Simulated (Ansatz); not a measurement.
# CuO: how settings move the results

This session on CuO sets out to sweep the plane-wave cutoff.

Program: Ansatz 0.2.0. Level of theory: DFT r2SCAN, scalar-relativistic, plane waves, PAW. These are calculated values, not measurements.

2 further runs of the same task are left out: 1 that didn't finish, 1 set aside as unsound or not needed. Runs told in other sessions of the task aren't counted.

## Step 1: The system as given

It takes space group Cccm (No. 66, orthorhombic). Conventional cell: a = 3.982 Å, b = 4.307 Å, c = 5.156 Å, α = 90.00°, β = 90.00°, γ = 90.00°. Cu (site symmetry 2/m) is surrounded by 4 O at 1.95 Å. O (site symmetry 222) has 4 Cu at 1.95 Å in its first shell of neighbours.

As a file:

```
CELL_PARAMETERS angstrom
1.99097 -2.15355 0.00000
1.99097 2.15355 0.00000
0.00000 0.00000 5.15593
ATOMIC_POSITIONS crystal
Cu 0.00000 0.50000 0.00000
Cu 0.50000 0.00000 0.50000
O 0.50000 0.50000 0.25000
O 0.50000 0.50000 0.75000
```

The structure comes from the Materials Project (structure only); it is used as listed.

## Step 2: The base run, which the others are set against

The input, input.yaml:

```yaml
crystal:
  lattice:
    - [1.990968, -2.15355, 0.0]
    - [1.990968, 2.15355, 0.0]
    - [0.0, 0.0, 5.155928]
  atoms:
    - { symbol: Cu, position: [0.0, 0.5, 0.0], spin: 0.69 }
    - { symbol: Cu, position: [0.5, 0.0, 0.5], spin: 0.69 }
    - { symbol: O, position: [0.5, 0.5, 0.25], spin: 0.36 }
    - { symbol: O, position: [0.5, 0.5, 0.75], spin: 0.36 }
basis:
  ecutwfc: 500
kpoints:
  mp_grid: { grid: [14, 14, 8] }
hamiltonian:
  xc: r2scan
scf:
  occupations: { method: gaussian, width: 0.1 }
output:
  forces: true
  stress: true
  eigenvalues: true
  populations: true
magnetization:
  spin_polarized: true
```

Its results, from an earlier run: -3599.3467 eV/atom at zero smearing, pressure -4.09 GPa, largest force 0.000 eV/Å, no gap on the mesh, site moments Cu +0.62 (×2), O +0.33 (×2) μB, in 20 SCF cycles and 5.5 min.

## Step 3: Plane-wave cutoff set to 150 eV

The input, input.yaml:

```yaml
crystal:
  lattice:
    - [1.990968, -2.15355, 0.0]
    - [1.990968, 2.15355, 0.0]
    - [0.0, 0.0, 5.155928]
  atoms:
    - { symbol: Cu, position: [0.0, 0.5, 0.0], spin: 0.69 }
    - { symbol: Cu, position: [0.5, 0.0, 0.5], spin: 0.69 }
    - { symbol: O, position: [0.5, 0.5, 0.25], spin: 0.36 }
    - { symbol: O, position: [0.5, 0.5, 0.75], spin: 0.36 }
basis:
  ecutwfc: 150
kpoints:
  mp_grid: { grid: [14, 14, 8] }
hamiltonian:
  xc: r2scan
scf:
  occupations: { method: gaussian, width: 0.1 }
output:
  forces: true
  stress: true
  eigenvalues: true
  populations: true
magnetization:
  spin_polarized: true
```

Started as:

```bash
$ ansatz run input.yaml --threads 1 --pin off --max-ram 2560MiB --backend cpu --events-out ev --progress --plain --runs-dir out
```

## Step 4: Plane-wave cutoff set to 200 eV

Edit input.yaml of step 3 so:

```diff
@@ -11,3 +11,3 @@
 basis:
-  ecutwfc: 150
+  ecutwfc: 200
 kpoints:
```

## Step 5: Plane-wave cutoff set to 250 eV

Edit input.yaml of step 4 so:

```diff
@@ -11,3 +11,3 @@
 basis:
-  ecutwfc: 200
+  ecutwfc: 250
 kpoints:
```

## Step 6: Plane-wave cutoff: 300 eV

Edit input.yaml of step 5 so:

```diff
@@ -11,3 +11,3 @@
 basis:
-  ecutwfc: 250
+  ecutwfc: 300
 kpoints:
```

## Step 7: Plane-wave cutoff: 350 eV

Edit input.yaml of step 6 so:

```diff
@@ -11,3 +11,3 @@
 basis:
-  ecutwfc: 300
+  ecutwfc: 350
 kpoints:
```

## Step 8: Plane-wave cutoff set to 380 eV

Edit input.yaml of step 7 so:

```diff
@@ -11,3 +11,3 @@
 basis:
-  ecutwfc: 350
+  ecutwfc: 380
 kpoints:
```

## Step 9: Plane-wave cutoff: 460 eV

Edit input.yaml of step 8 so:

```diff
@@ -11,3 +11,3 @@
 basis:
-  ecutwfc: 380
+  ecutwfc: 460
 kpoints:
```

## Step 10: Plane-wave cutoff set to 520 eV

Edit input.yaml of step 9 so:

```diff
@@ -11,3 +11,3 @@
 basis:
-  ecutwfc: 460
+  ecutwfc: 520
 kpoints:
@@ -23,2 +23,6 @@
   populations: true
+  write_density: true
+  write_potential: true
+  elf: true
+  volumetric_format: npy
 magnetization:
```

## Step 11: Plane-wave cutoff set to 600 eV

Edit input.yaml of step 10 so:

```diff
@@ -11,3 +11,3 @@
 basis:
-  ecutwfc: 520
+  ecutwfc: 600
 kpoints:
@@ -23,6 +23,2 @@
   populations: true
-  write_density: true
-  write_potential: true
-  elf: true
-  volumetric_format: npy
 magnetization:
```

## Step 12: Plane-wave cutoff set to 700 eV

Edit input.yaml of step 11 so:

```diff
@@ -11,3 +11,3 @@
 basis:
-  ecutwfc: 600
+  ecutwfc: 700
 kpoints:
```

(Steps that only read results are left out.)

Q: Predict the outcome of the series: the values and the trend.

The runs gave:

```
                                                  quantity                        value
plane-wave cutoff: within 10 and 1 meV/atom of 700 eV from  460 eV for 10; 600 eV for 1
```

In words: For the plane-wave cutoff, the energy stays within 1 meV/atom of the reference from 600 eV on, at about 0.79 of the reference's time. That is measured against the best run here, which may itself be short of the limit. Much of this error cancels in differences between similar cells. The pressure is off by up to 57.0 GPa. The cell's moment varies from 0.00 to 1.99 μB over the series. Other magnetic orders or occupations could lie lower; they were not searched in full. The small moment in this metal comes from r2SCAN alone, which enlarges such moments; no other functional was run here. The settings are coarse, so take the values as rough.
